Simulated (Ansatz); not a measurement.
# BaTiO3, a database entry at a rescaled volume

```xyz
10
Lattice="3.9882 3.9781 0.0000 3.9680 -3.9781 0.0000 0.0101 0.0100 3.9781" Properties=species:S:1:pos:R:3 pbc="T T T"
Ba    0.0000    0.0000    0.0000
Ba    3.9781    0.0000    0.0000
Ti    1.9471    1.9422    1.9373
Ti    5.9252    1.9422    1.9373
O     2.0209   -1.9522    0.0752
O     2.0310    2.0258    0.0752
O     4.0535   -1.9473    2.0256
O     4.0635    2.0307    2.0256
O     2.0310    0.0803    2.0256
O     6.0090    0.0803    2.0256
```

Single point in Ansatz 0.2.0 with r2SCAN, with U_eff = 3.25 eV on Ti d (all-electron-ortho-atomic projectors), no spin polarisation. Cutoff 500 eV, PAW datasets, 5×5×6 Γ-centred k mesh, fermi-dirac filling (width 0.1 eV).

(1) Is the cell too large or too small?

(2) What is the band gap?

(3) Which atom feels the largest force, and which way?

(4) Which orbitals make up the band edges?

(5) Describe some of the short contacts.

(6) How is the charge shared?

Origin: a database entry at a rescaled volume. Caveats: an odd or shifted mesh can miss the band edges, so this level's true gap may be smaller.

Results:

(1) The pressure is 6.7 GPa (compression positive), so with the atoms held at these fractions the cell would first expand.

(2) The gap on the k mesh is 3.17 eV; the mesh may miss the band edges, so the true gap of this level can be smaller.

(3) The largest is on Ti4 (and as large on other atoms): 0.57 eV/Å, components (0.33, 0.33, 0.33). It makes 122° with the line to a nearest neighbour, O5 at 1.87 Å.

(4) Within 0.7 eV of the edges, the states project mainly on O p (94 %) below the gap and on Ti d (88 %) above it.

(5) Ti–O at 1.87 Å: least valence density 0.90 e/Å³ and ELF 0.24 there. Ba–O at 2.77 Å: least valence density 0.19 e/Å³ and ELF 0.09 there, a closed-shell (ionic or weak) contact. These are pseudo-fields; inside the PAW spheres they differ from the all-electron ones.

(6) Bader charges in e: Ba +1.57, Ti +2.40, O -1.32. In the mean Ti gives up most and O takes most.
